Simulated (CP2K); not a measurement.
Runs of CP2K 2026.2 on As. The structure is trigonal, space group R-3m (No. 166). Conventional cell: a = 3.762 Å, b = 3.762 Å, c = 10.542 Å, α = 90.00°, β = 90.00°, γ = 120.00°. Around As (site symmetry 3m) lie 3 As at 2.51 Å. 

```csv
level,potentials or basis,smearing,EPS_DEFAULT,NGRIDS,basis sets,potentials,points a segment of the path (NPOINTS),gap on the mesh (eV),pressure (GPa),largest force (eV/Å)
PBEsol,POTENTIAL_UZH As GTH-PBE-q5; TZVP-MOLOPT-PBE-GTH basis,fermi-dirac 0.01 eV,1.0E-10,4,As TZVP-MOLOPT-PBE-GTH-q5,As GTH-PBE-q5 of POTENTIAL_UZH,6,none,(a),(b)
r2SCAN,POTENTIAL_UZH As GTH-SCAN-q5; TZVP-MOLOPT-SCAN-GTH basis,fermi-dirac 0.1 eV,1.0E-9,5,As TZVP-MOLOPT-SCAN-GTH-q5,As GTH-SCAN-q5 of POTENTIAL_UZH,6,none,0.9,0.09
PBE,POTENTIAL_UZH As GTH-PBE-q5; TZVP-MOLOPT-PBE-GTH basis,fermi-dirac 0.0259 eV,1.0E-9,4,As TZVP-MOLOPT-PBE-GTH-q5,As GTH-PBE-q5 of POTENTIAL_UZH,6,none,4.4,0.53
TB-mBJ,POTENTIAL_UZH As GTH-PBE-q5; TZVP-MOLOPT-PBE-GTH basis,fermi-dirac 0.0259 eV,1.0E-10,5,As TZVP-MOLOPT-PBE-GTH-q5,As GTH-PBE-q5 of POTENTIAL_UZH,6,none,-,-
LDA,GTH_POTENTIALS As GTH-PADE-q5; TZVP-MOLOPT-PBE-GTH basis,fermi-dirac 0.0259 eV,1.0E-10,5,As TZVP-MOLOPT-PBE-GTH-q5,As GTH-PADE-q5 of GTH_POTENTIALS,8,none,-1.2,0.27
PBE,POTENTIAL_UZH As GTH-PBE-q5; TZVP-MOLOPT-PBE-GTH basis,fermi-dirac 0.05 eV,1.0E-9,5,As TZVP-MOLOPT-PBE-GTH-q5,As GTH-PBE-q5 of POTENTIAL_UZH,6,none,4.4,0.52
```

Alike in all rows: task band structure; no spin polarisation; cell as given; k mesh 9 × 9 × 9.

Question: Estimate the missing entries.

Answer: (a) 2.7; (b) 0.64.

Caveats: the basis of atomic orbitals isn't converged, which shifts pressures, moduli and gaps; the potentials were made for another functional, which shifts forces and pressure (some runs); this is a model potential without an energy functional, so only levels have meaning (some runs).

A k mesh can miss the band edges, and the runs leave out spin-orbit coupling on As.

A gap of «none» marks a metal or a gap under the smearing width.
